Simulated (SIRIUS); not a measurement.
Crystal: MgB2.

```
CELL_PARAMETERS angstrom
3.08500 0.00000 0.00000
-1.54250 2.67169 0.00000
0.00000 0.00000 3.52300
ATOMIC_POSITIONS crystal
Mg 0.00000 0.00000 0.00000
B 0.66667 0.33333 0.50000
B 0.33333 0.66667 0.50000
```

```yaml
Program: SIRIUS 7.10.0
Task: single point
Functional: PBE
Potentials_or_basis: PseudoDojo 0.4.1 PBE standard (scalar relativistic)
Cutoff: 1152 eV
Density_cutoff: 4606 eV
k_mesh: 10 × 10 × 8
Occupations: fermi-dirac, width 0.05 eV
Spin: no spin polarisation
```

On this cell: pressure -0.9 GPa; largest force under 0.003 eV/Å; band gap on the k mesh none (metal or under the smearing width).

The same run follows on a disturbed copy (atoms moved at random, drawn with an rms of 0.05 Å):

```
CELL_PARAMETERS angstrom
3.08500 0.00000 0.00000
-1.54250 2.67169 0.00000
0.00000 0.00000 3.52300
ATOMIC_POSITIONS crystal
Mg 0.01959 0.99359 0.99020
B 0.66441 0.32161 0.49171
B 0.33637 0.66639 0.50926
```

What does the disturbed cell give?

The energy (extrapolated to zero smearing) moves by +12.1 meV/atom; pressure -0.6 GPa; largest force 0.741 eV/Å; band gap on the k mesh none (metal or under the smearing width).

Forces on the atoms (eV/Å):
```
Mg  -0.283  0.009  0.241
B    0.135  0.152  0.469
B    0.149 -0.159 -0.708
```

Stress tensor (GPa, compression positive):
```
-1.25 -0.01 -0.30
-0.01 -0.37  0.10
-0.30  0.10 -0.23
```
